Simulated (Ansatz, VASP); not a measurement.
Two plane-wave programs on C

The input INCAR:

```
PREC     = Accurate       # precision mode
ENCUT    = 520            # plane-wave cutoff, eV
EDIFF    = 1E-7           # SCF threshold, eV
ISMEAR   = 0              # smearing method
SIGMA    = 0.05           # smearing width, eV
LREAL    = False          # projectors in reciprocal space
LASPH    = True           # aspherical terms in the spheres
NELM     = 100            # most SCF steps
ALGO     = Normal         # electronic algorithm
ISIF     = 2              # what is computed and relaxed
LWAVE    = False          # write WAVECAR
LCHARG   = False          # write CHGCAR
GGA      = CA             # functional
NBANDS   = 11             # bands
```

File KPOINTS:

```
Automatic mesh
0
Gamma
  12 12 12
```

POSCAR

```
C
1.0
    0.0000000000      1.6812894177      1.8073861241
    1.6812894177      0.0000000000      1.8073861241
    1.6812894177      1.6812894177      0.0000000000
C
2
Direct
    0.5000000000      0.5000000000      0.5000000000
    0.7500000000      0.7500000000      0.7500000000
```

Input for Ansatz:

```yaml
crystal:
  lattice:
    - [0.0, 1.6812894177, 1.8073861241]
    - [1.6812894177, 0.0, 1.8073861241]
    - [1.6812894177, 1.6812894177, 0.0]
  atoms:
    - { symbol: C, position: [0.5, 0.5, 0.5] }
    - { symbol: C, position: [0.75, 0.75, 0.75] }
basis:
  ecutwfc: 520.0
kpoints:
  mp_grid: { grid: [12, 12, 12] }
hamiltonian:
  xc: lda
  pseudopotentials: { kind: paw, azcp: { folder: soft_1 } }
scf:
  occupations: { method: gaussian, width: 0.05 }
output:
  forces: true
  stress: true
  eigenvalues: true
```

Alike in both runs: task single point; functional LDA; k mesh 12 × 12 × 12; occupations gaussian, width 0.05 eV; no spin polarisation.

|  | VASP | Ansatz |
| --- | --- | --- |
| version | VASP 6.6.1 | Ansatz 0.2.0 |
| potentials or method | VASP PAW LDA potentials, release 64 (C) | scalar-relativistic, plane waves, PAW |
| plane-wave cutoff (eV) | 520 | 520 |
| valence electrons in the cell | 8 | 8 |

|  | VASP | Ansatz | Ansatz less VASP |
| --- | --- | --- | --- |
| gap on the k mesh at the Fermi level (eV) | 3.42 | 3.43 | +0.008 |
| least direct gap on the mesh (eV) | 5.16 | 5.16 | -0.003 |

Ansatz warned: «pseudo_functional_mismatch».
